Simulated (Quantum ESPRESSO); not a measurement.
## SiS2 under changes of volume

One of the cells (24.571 Å³/atom); the others are scaled copies at fixed shape and fractional positions:

```
CELL_PARAMETERS angstrom
-2.78200 4.77250 2.77600
2.78200 -4.77250 2.77600
2.78200 4.77250 -2.77600
ATOMIC_POSITIONS crystal
S 0.38180 0.70880 0.09060
S 0.61820 0.29120 0.90940
S 0.88180 0.79120 0.67300
S 0.11820 0.20880 0.32700
Si 0.25000 0.25000 0.00000
Si 0.75000 0.75000 0.00000
```

| Quantity | Value |
| --- | --- |
| Program | Quantum ESPRESSO 7.5 |
| Functional | PBE |
| Potentials or basis | SSSP 1.3 efficiency PBE |
| Cutoff | 748 eV |
| Density cutoff | 5987 eV |
| k mesh | 7 × 7 × 7 |
| Occupations | fermi-dirac, width 0.05 eV |
| Spin | no spin polarisation |

```csv
volume (Å³/atom),energy over the lowest point (meV/atom),pressure (GPa),gap on the mesh (eV)
23.097,51.21,7.7,2.89
23.589,?,?,?
24.080,15.83,4.0,2.82
24.571,6.09,2.4,2.78
25.063,0.96,1.0,2.74
25.554,0.00,-0.3,2.70
26.046,2.81,-1.5,2.65
```

Question: What does the run at 23.589 Å³/atom give?

Answer: Energy over the lowest point 30.69 meV/atom; pressure 5.7 GPa; gap on the mesh 2.86 eV.

Worked out: A Birch-Murnaghan fit of order 3 (a polynomial in V^(-2/3)) to the other rows has its minimum at 25.43 Å³/atom with B0 = V·E''(V) = 65 GPa and B' = 4.2 at fixed shape and positions, which overstates the stiffness. It gives 30.67 meV/atom at 23.589 Å³/atom, against the run's 30.69, and -dE/dV = 5.7 GPa, against 5.7. A parabola through the other rows of the gap, of slope -1.67 eV per unit of ln V there, gives 2.86 eV, against the run's 2.86.

Energies are extrapolated to zero smearing.

Caveats: an odd mesh through Γ misses points on the zone boundary, where band edges often lie.
